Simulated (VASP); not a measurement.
# CO2 (P4_2/mnm) in VASP: settings compared

Aim: see how the results for CO2 move with the level of theory and the settings. Levels: PBE, TPSS+TS, revPBE+D2. Tasks: single point, atomic charges, relaxation of the atoms.

Everything below comes from runs of VASP 6.6.1. Logs are shortened: lines on timing, memory, paths and dates and some standing lists are left out, and cuts for length are marked.

## Step 1: The structure

The structure is tetragonal, space group P4_2/mnm (No. 136). Conventional cell: a = 4.227 Å, b = 4.227 Å, c = 4.688 Å, α = 90.00°, β = 90.00°, γ = 90.00°. O (site symmetry m2m) has 1 C at 1.17 Å as nearest neighbours. C (site symmetry mmm) is surrounded by 2 O at 1.17 Å.

The cell comes from a database or a generator and needn't be the stable form of this composition.

## Step 2: Single point, PBE

File INCAR:

```
SYSTEM = CO2
PREC     = Accurate       ! precision mode
ENCUT    = 550            ! plane-wave cutoff, eV
EDIFF    = 1E-7           ! SCF threshold, eV
ISMEAR   = 0              ! smearing method
SIGMA    = 0.02           ! smearing width, eV
LREAL    = .FALSE.        ! projectors in reciprocal space
LASPH    = .TRUE.         ! aspherical terms in the spheres
NELM     = 100            ! most SCF steps
ALGO     = Fast           ! electronic algorithm
ISIF     = 2              ! what is computed and relaxed
LWAVE    = .FALSE.        ! write WAVECAR
LCHARG   = .FALSE.        ! write CHGCAR
GGA      = PE             ! functional
```

File KPOINTS:

```
Automatic mesh
0
G
  6 6 6
  0 0 0
```

File POSCAR:

```
CO2
4.2272
    1.000003025643      0.000000000000      0.000000000000
    0.000000000000      1.000003025643      0.000000000000
    0.000000000000      0.000000000000      1.108954293622
O C
4 2
Direct
    0.8048268600      0.8048268600      0.0000000000
    0.1951731400      0.1951731400      0.0000000000
    0.6951731400      0.3048268600      0.5000000000
    0.3048268600      0.6951731400      0.5000000000
    0.0000000000      0.0000000000      0.0000000000
    0.5000000000      0.5000000000      0.5000000000
```

Potentials or basis: VASP PAW PBE potentials, release 64 (O_GW, C_GW).

Run with:

```
cat potpaw_PBE.64/O_GW/POTCAR potpaw_PBE.64/C_GW/POTCAR > POTCAR
mpirun -np 1 vasp_std > vasp.out
```

OUTCAR:

```text
SYSTEM = CO2
   PREC = Accurate
   ENCUT = 550
   EDIFF = 1E-7
   ISMEAR = 0
   LREAL = .FALSE.
   LASPH = .TRUE.
   NELM = 100
   ISIF = 2
   GGA = PE

 ion  position               nearest neighbor table
   1  0.805  0.805  0.000-   5 1.17
   2  0.195  0.195  0.000-   5 1.17
   3  0.695  0.305  0.500-   6 1.17
   4  0.305  0.695  0.500-   6 1.17
   5  0.000  0.000  0.000-   1 1.17   2 1.17
   6  0.500  0.500  0.500-   3 1.17   4 1.17

  LATTYP: Found a simple tetragonal cell.
 ALAT       =     4.2272127900
 C/A-ratio  =     1.1089509383

  Lattice vectors:

 A1 = (   4.2272127900,   0.0000000000,   0.0000000000)
 A2 = (   0.0000000000,   4.2272127900,   0.0000000000)
 A3 = (   0.0000000000,   0.0000000000,   4.6877715900)

Analysis of symmetry for initial positions (statically):
=====================================================================
 Subroutine PRICEL returns:
 Original cell was already a primitive cell.

 Routine SETGRP: Setting up the symmetry group for a
 simple tetragonal supercell.

 Subroutine GETGRP returns: Found 16 space group operations
 (whereof  8 operations were pure point group operations)
 out of a pool of 16 trial point group operations.

The static configuration has the point symmetry D_2h.
 The point group associated with its full space group is D_4h.

Analysis of symmetry for dynamics (positions and initial velocities):
=====================================================================
 Subroutine PRICEL returns:
 Original cell was already a primitive cell.

 Routine SETGRP: Setting up the symmetry group for a
 simple tetragonal supercell.

 Subroutine GETGRP returns: Found 16 space group operations
 (whereof  8 operations were pure point group operations)
 out of a pool of 16 trial point group operations.

The dynamic configuration has the point symmetry D_2h.
 The point group associated with its full space group is D_4h.

 Subroutine INISYM returns: Found 16 space group operations
 (whereof  8 operations are pure point group operations),
 and found     1 'primitive' translations

----------------------------------------------------------------------------------------

                                     Primitive cell

  volume of cell :      83.7673

  direct lattice vectors                    reciprocal lattice vectors
     4.227212790  0.000000000  0.000000000     0.236562494  0.000000000  0.000000000
     0.000000000  4.227212790  0.000000000     0.000000000  0.236562494  0.000000000
     0.000000000  0.000000000  4.687771590     0.000000000  0.000000000  0.213320974

  length of vectors
     4.227212790  4.227212790  4.687771590     0.236562494  0.236562494  0.213320974

  position of ions in fractional coordinates (direct lattice)
     0.804826860  0.804826860  0.000000000
     0.195173140  0.195173140  0.000000000
     0.695173140  0.304826860  0.500000000
     0.304826860  0.695173140  0.500000000
     0.000000000  0.000000000  0.000000000
     0.500000000  0.500000000  0.500000000

  ion indices of the primitive-cell ions
   primitive index   ion index
                 1           1
                 2           2
                 3           3
                 4           4
                 5           5
                 6           6

----------------------------------------------------------------------------------------

 KPOINTS: Automatic mesh

Automatic generation of k-mesh.
 Grid dimensions read from file:
 generate k-points for:    6    6    6

 Generating k-lattice:

  Cartesian coordinates                     Fractional coordinates (reciprocal lattice)
     0.039427082  0.000000000  0.000000000     0.166666667  0.000000000  0.000000000
     0.000000000  0.039427082  0.000000000     0.000000000  0.166666667  0.000000000
     0.000000000  0.000000000  0.035553496     0.000000000  0.000000000  0.166666667

  Length of vectors
     0.039427082  0.039427082  0.035553496

  Shift w.r.t. Gamma in fractional coordinates (k-lattice)
     0.000000000  0.000000000  0.000000000

 Subroutine IBZKPT returns following result:
 ===========================================

 Found     40 irreducible k-points:

 Following reciprocal coordinates:
            Coordinates               Weight
  0.000000  0.000000  0.000000      1.000000
  0.166667  0.000000  0.000000      4.000000
  0.333333  0.000000  0.000000      4.000000
  0.500000  0.000000  0.000000      2.000000
  0.166667  0.166667  0.000000      4.000000
  0.333333  0.166667  0.000000      8.000000
[... 16 lines left out ...]
  0.333333  0.000000  0.333333      8.000000
  0.500000  0.000000  0.333333      4.000000
 [... further k-points ...]
   k-points           NKPTS =     40   k-points in BZ     NKDIM =     40   number of bands    NBANDS=     20
   number of dos      NEDOS =    301   number of ions     NIONS =      6
   total plane-waves  NPLWV =  36864
   dimension x,y,z NGX =    32 NGY =   32 NGZ =   36
   dimension x,y,z NGXF=    64 NGYF=   64 NGZF=   72
   ions per type =               4   2
   NGX,Y,Z   is equivalent  to a cutoff of  12.58, 12.58, 12.77 a.u.
   NGXF,Y,Z  is equivalent  to a cutoff of  25.17, 25.17, 25.53 a.u.
 SYSTEM =  CO2
   PREC   = accura    normal or accurate (medium, high low for compatibility)
   ISTART =      0    job   : 0-new  1-cont  2-samecut
   ICHARG =      2    charge: 1-file 2-atom 10-const
   ISPIN  =      1    spin polarized calculation?
   LNONCOLLINEAR =      F non collinear calculations
   LSORBIT =      F    spin-orbit coupling
   LASPH  =      T    aspherical Exc in radial PAW
   ENCUT  =  550.0 eV  40.42 Ry    6.36 a.u.   8.08  8.08  8.96*2*pi/ulx,y,z
   NELM   =    100;   NELMIN=  2; NELMDL= -5     # of ELM steps
   EDIFF  = 0.1E-06   stopping-criterion for ELM
   LREAL  =      F    real-space projection
   EDIFFG = 0.1E-05   stopping-criterion for IOM
   NSW    =      0    number of steps for IOM
   IBRION =     -1    ionic relax: 0-MD 1-quasi-New 2-CG
   NFREE  =      0    steps in history (QN), initial steepest desc. (CG)
   ISIF   =      2    stress and relaxation
   ISYM   =      2    0-nonsym 1-usesym 2-fastsym
   POTIM  = 0.5000    time-step for ionic-motion
   TEBEG  =    0.0;   TEEND  =   0.0 temperature during run
   PSTRESS=    0.0 pullay stress
   NELECT =      32.0000    total number of electrons
   NUPDOWN=      -1.0000    fix difference up-down
   EMIN   =  10.00;   EMAX   =-10.00  energy-range for DOS
   EFERMI =   0.00;   METHOD = LEGACY
   ISMEAR =     0;   SIGMA  =   0.02  broadening in eV -4-tet -1-fermi 0-gaus
   EFERMI_NEDOS =   21; number of points for ismear=-14 and -15
   IALGO  =     68    algorithm
   IMIX   =      4    mixing-type and parameters
     AMIX     =   0.40;   BMIX     =  1.00
     AMIX_MAG =   1.60;   BMIX_MAG =  1.00
  volume/ion in A,a.u.               =      13.96        94.21
  Fermi-wavevector in a.u.,A,eV,Ry     =   1.187864  2.244737 19.198094  1.411020
  Thomas-Fermi vector in A             =   2.324006
   LORBIT       =      0    0 simple, 1 ext, 2 COOP (PROOUT), +10 PAW based schemes
   GGA     = PE    functional components
   LHFCALC =     F    Hartree Fock is set to
   AEXX    =    0.0000 exact exchange contribution
   IVDW    =     0    specifies the selected vdW correction
   LEPSILON=     F    determine dielectric tensor
   LRPA    =     F    only Hartree local field effects (RPA)
 non-spin polarized calculation
 RMM-DIIS sequential band-by-band and
 Gauss-broadening in eV      SIGMA  =   0.02
  energy-cutoff  :      550.00
  volume of cell :       83.77
 maximum number of plane-waves:      2492
   NGX = 17   NGY = 17   NGZ = 17

 number of electron      32.0000022 magnetization

 Free energy of the ion-electron system (eV)
  ---------------------------------------------------
  ext. energy  EPLUGINS =         0.00000000
  ---------------------------------------------------
  free energy    TOTEN  =       -46.20871620 eV

  energy without entropy =      -46.20871620  energy(sigma->0) =      -46.20871620

 E-fermi :  -2.9717     XC(G=0):  -8.1093

 val. band max:       -3.1271143342   @ k =   0.5000   0.5000   0.5000
 cond. band min:       3.4521188600   @ k =   0.0000   0.0000   0.0000
 fundamental gap:      6.5792331942
 Fermi energy:        -2.9717474213

 k-point     1 :       0.0000    0.0000    0.0000
  band No.  band energies     occupation
      1     -23.9840      2.00000
      2     -23.6878      2.00000
      3     -22.7728      2.00000
      4     -22.7728      2.00000
      5      -8.7364      2.00000
      6      -8.3758      2.00000
[... 12 lines left out ...]
     19       4.7999      0.00000
     20       4.8005      0.00000

 k-point     2 :       0.1667    0.0000    0.0000
  band No.  band energies     occupation
      1     -23.9569      2.00000
      2     -23.6976      2.00000
      3     -22.7824      2.00000
      4     -22.7796      2.00000
      5      -8.6879      2.00000
      6      -8.4144      2.00000
[... 12 lines left out ...]
     19       4.8434      0.00000
     20       4.8445      0.00000

 k-point     3 :       0.3333    0.0000    0.0000
  band No.  band energies     occupation
      1     -23.8865      2.00000
      2     -23.7336      2.00000
      3     -22.8005      2.00000
      4     -22.7956      2.00000
      5      -8.5759      2.00000
      6      -8.4725      2.00000
[... 12 lines left out ...]
     19       4.9430      0.00000
     20       5.0226      0.00000

 k-point     4 :       0.5000    0.0000    0.0000
  band No.  band energies     occupation
      1     -23.8013      2.00000
      2     -23.8013      2.00000
      3     -22.8066      2.00000
      4     -22.8066      2.00000
      5      -8.5025      2.00000
      6      -8.5025      2.00000
[... 429 lines left out ...]
 k-point    23 :       0.3333    0.0000    0.3333
  band No.  band energies     occupation
      1     -23.8441      2.00000
      2     -23.7673      2.00000
      3     -22.8030      2.00000
      4     -22.8001      2.00000
      5      -8.5729      2.00000
      6      -8.5214      2.00000
[... 12 lines left out ...]
     19       5.1707      0.00000
     20       5.3843      0.00000

 k-point    24 :       0.5000    0.0000    0.3333
  band No.  band energies     occupation
      1     -23.7950      2.00000
      2     -23.7950      2.00000
      3     -22.8117      2.00000
      4     -22.8117      2.00000
      5      -8.4401      2.00000
      6      -8.4401      2.00000
[... 12 lines left out ...]
     19       5.2731      0.00000
     20       5.3207      0.00000

 [... further k-points ...]
[... 5 lines left out ...]
  --------------------------------------------------------------------------------------
  -------------------------------------------------------------------------------------
  Total        1.9924581      1.9924581      0.9293366     -0.0000000      0.0000000      0.0000000
  in kB       38.1087871     38.1087871     17.7749728     -0.0000000      0.0000000      0.0000000
  external PRESSURE =      31.3308490 kB  Pullay stress =       0.0000000 kB

 VOLUME and BASIS-vectors are now :
 -----------------------------------------------------------------------------
  energy-cutoff  :      550.00
  volume of cell :       83.77
      direct lattice vectors                 reciprocal lattice vectors
     4.227212790  0.000000000  0.000000000     0.236562494  0.000000000  0.000000000
     0.000000000  4.227212790  0.000000000     0.000000000  0.236562494  0.000000000
     0.000000000  0.000000000  4.687771590     0.000000000  0.000000000  0.213320974

 POSITION                                       TOTAL-FORCE (eV/Angst)
 -----------------------------------------------------------------------------------
      3.40217      3.40217      0.00000        -0.311257     -0.311257     -0.000000
      0.82504      0.82504      0.00000         0.311257      0.311257      0.000000
      2.93864      1.28857      2.34389         0.311257     -0.311257     -0.000000
      1.28857      2.93864      2.34389        -0.311257      0.311257      0.000000
      0.00000      0.00000      0.00000         0.000000      0.000000      0.000000
      2.11361      2.11361      2.34389         0.000000      0.000000      0.000000
 -----------------------------------------------------------------------------------
    total drift:                                0.000000      0.000000     -0.000000

  FREE ENERGIE OF THE ION-ELECTRON SYSTEM (eV)
  ---------------------------------------------------
  free  energy   TOTEN  =       -46.2087162039 eV

  energy  without entropy=      -46.2087162039  energy(sigma->0) =      -46.20871620
```

Wall time 44 s (1 thread of AMD EPYC 9R45 (Zen 5), shared host); peak memory 0.18 GiB.

Results:

```
Free energy            : -46.2087 eV
Pressure               : 3.1 GPa
Largest force          : 0.440 eV/Å
Band gap on the k mesh : 6.58 eV, indirect (least direct gap 7.05 eV)
```

Forces on the atoms (eV/Å):
```
O   -0.311 -0.311  0.000
O    0.311  0.311  0.000
O    0.311 -0.311  0.000
O   -0.311  0.311  0.000
C    0.000  0.000  0.000
C    0.000  0.000  0.000
```

Caveat: the standard files for N, O and F lose accuracy on very short bonds.

## Step 3: Single point, PBE

File run.py:

```python
from ase.calculators.vasp import Vasp
from ase.dft.bandgap import bandgap
from ase.io import read

atoms = read('CO2.cif', primitive_cell=True, subtrans_included=False)
calc = Vasp(
    directory='calc',
    xc='pbe',
    pp='PBE',
    setups='gw',
    prec='Accurate',
    encut=550,
    ediff=1e-06,
    ismear=0,
    sigma=0.02,
    lreal=False,
    lasph=True,
    nelm=80,
    algo='Fast',
    isif=2,
    lwave=False,
    lcharg=True,
    lelf=True,
    lvhar=True,
    kpts=[6, 6, 6],
    gamma=True,
    nbands=25,
)
atoms.calc = calc

print('energy (eV):', atoms.get_potential_energy())
print('free energy (eV):', atoms.get_potential_energy(force_consistent=True))
print('forces (eV/A):')
print(atoms.get_forces())
print('stress (eV/A^3, Voigt):', atoms.get_stress())
print('Fermi level (eV):', calc.get_fermi_level())
gap, top, bottom = bandgap(calc)
print('band gap (eV):', gap, 'from (spin, k, band)', top, 'to', bottom)
```

File CO2.cif:

```cif
data_CO2
_cell_length_a 4.22721279
_cell_length_b 4.22721279
_cell_length_c 4.68777159
_cell_angle_alpha 90.00000000
_cell_angle_beta 90.00000000
_cell_angle_gamma 90.00000000
_space_group_name_H-M_alt 'P4_2/mnm'
_space_group_name_Hall '-P 4n 2n'
_space_group_IT_number 136
loop_
_space_group_symop_operation_xyz
'x,y,z'
'-x,-y,-z'
'-y+1/2,x+1/2,z+1/2'
'y+1/2,-x+1/2,-z+1/2'
'-x,-y,z'
'x,y,-z'
'y+1/2,-x+1/2,z+1/2'
'-y+1/2,x+1/2,-z+1/2'
'x+1/2,-y+1/2,-z+1/2'
'-x+1/2,y+1/2,z+1/2'
'-y,-x,-z'
'y,x,z'
'-x+1/2,y+1/2,-z+1/2'
'x+1/2,-y+1/2,z+1/2'
'y,x,-z'
'-y,-x,z'
loop_
_atom_site_label
_atom_site_type_symbol
_atom_site_symmetry_multiplicity
_atom_site_Wyckoff_symbol
_atom_site_fract_x
_atom_site_fract_y
_atom_site_fract_z
_atom_site_occupancy
O1 O 4 f 0.8048268600 0.8048268600 0.0000000000 1
C1 C 2 a 0.0000000000 0.0000000000 0.0000000000 1
```

Potentials or basis: VASP PAW PBE potentials, release 64 (O_GW, C_GW).

Run with:

```
python run.py
```

It took 44 s on 1 thread of AMD EPYC 9R45 (Zen 5), shared host; peak memory 0.19 GiB.

It converged, with:

| Item | Value |
| --- | --- |
| Free energy | -46.2087 eV |
| Pressure | 3.1 GPa |
| Largest force | 0.441 eV/Å |
| Band gap on the k mesh | 6.58 eV, indirect (least direct gap 7.05 eV) |

Forces in eV/Å, atoms in the order of the input:
```
O   -0.312 -0.312  0.000
O    0.312  0.312  0.000
O    0.312 -0.312  0.000
O   -0.312  0.312  0.000
C    0.000  0.000  0.000
C    0.000  0.000  0.000
```

Stress tensor (GPa, compression positive):
```
3.81 0.00 0.00
0.00 3.81 0.00
0.00 0.00 1.78
```

Levels at points of the mesh, in eV from the valence-band top:
```
           k point  band 12  band 13  band 14  band 15  band 16  band 17  band 18  band 19  band 20  band 21
(0.00, 0.00, 0.00)    -3.46    -1.39    -0.55    -0.47    -0.47     6.58     7.48     7.93     7.93     9.08
(0.50, 0.00, 0.00)    -3.80    -0.53    -0.53    -0.48    -0.48     8.11     8.11     8.20     8.20     9.34
(0.50, 0.50, 0.00)    -3.88    -0.66    -0.66     0.00     0.00     8.23     8.23     8.34     8.34     9.92
(0.00, 0.00, 0.50)    -3.80    -0.98    -0.98    -0.47    -0.47     7.89     7.89     8.06     8.06     8.83
(0.50, 0.00, 0.50)    -3.54    -0.89    -0.89    -0.26    -0.26     7.95     7.95     8.46     8.46     9.85
(0.50, 0.50, 0.50)    -3.80    -0.51    -0.51     0.00     0.00     7.69     7.69     8.34     8.34    11.31
```

Caveat: the standard files for N, O and F lose accuracy on very short bonds.

## Step 4: Atomic charges, TPSS+TS

File INCAR:

```
PREC     = Accurate       # precision mode
ENCUT    = 500            # plane-wave cutoff, eV
EDIFF    = 1E-7           # SCF threshold, eV
ISMEAR   = -1             # smearing method
SIGMA    = 0.1            # smearing width, eV
LREAL    = F              # projectors in reciprocal space
LASPH    = T              # aspherical terms in the spheres
NELM     = 60             # most SCF steps
ALGO     = Normal         # electronic algorithm
ISIF     = 2              # what is computed and relaxed
LWAVE    = F              # write WAVECAR
LCHARG   = F              # write CHGCAR
METAGGA  = TPSS           # meta-GGA
LMIXTAU  = T            
IVDW     = 2              # dispersion correction
LORBIT   = 11             # projections on sites
```

File KPOINTS:

```
Automatic mesh
0
Gamma
  6 6 6
```

POSCAR is that of step 2.

Potentials or basis: VASP PAW PBE potentials, release 64 (O, C).

Run with:

```
cat potpaw_PBE.64/O/POTCAR potpaw_PBE.64/C/POTCAR > POTCAR
mpirun -np 1 vasp_std > vasp.out
```

It took 2.4 min on 1 thread of AMD EPYC 9R45 (Zen 5), shared host; peak memory 0.18 GiB.

The run converged. Its results:

| Item | Value |
| --- | --- |
| Free energy | -57.8901 eV |
| Pressure | 2.5 GPa |
| Largest force | 0.546 eV/Å |
| Band gap on the k mesh | 7.01 eV, indirect (least direct gap 7.47 eV) |
| Valence electrons inside the program's atomic spheres | O 5.16; C 2.77 |
| Hirshfeld charges | O -0.14; C +0.29 e |
| Dispersion energy per atom | -0.083 eV |

Forces on the atoms (eV/Å):
```
O   -0.386 -0.386  0.000
O    0.386  0.386  0.000
O    0.386 -0.386  0.000
O   -0.386  0.386  0.000
C    0.000  0.000  0.000
C    0.000  0.000  0.000
```

Stress tensor (GPa, compression positive):
```
3.22 0.00 0.00
0.00 3.22 0.00
0.00 0.00 1.06
```

Levels at points of the mesh, in eV from the valence-band top:
```tsv
k point	band 13	band 14	band 15	band 16	band 17	band 18	band 19	band 20
(0.00, 0.00, 0.00)	-1.36	-0.54	-0.46	-0.46	7.01	7.76	8.23	8.23
(0.50, 0.00, 0.00)	-0.51	-0.51	-0.48	-0.48	8.42	8.42	8.49	8.49
(0.50, 0.50, 0.00)	-0.65	-0.65	0.00	0.00	8.53	8.53	8.63	8.63
(0.00, 0.00, 0.50)	-0.96	-0.96	-0.46	-0.46	8.23	8.23	8.36	8.36
(0.50, 0.00, 0.50)	-0.86	-0.86	-0.26	-0.26	8.24	8.24	8.77	8.77
(0.50, 0.50, 0.50)	-0.50	-0.50	0.00	0.00	8.00	8.00	8.63	8.63
```

Caveat: the standard files for N, O and F lose accuracy on very short bonds; the PAW data sets were made with another functional, which shifts forces and pressure a little. TPSS opens gaps a little over a GGA but as a rule still falls short of measured ones.

(Continued in part 2 of 2.)
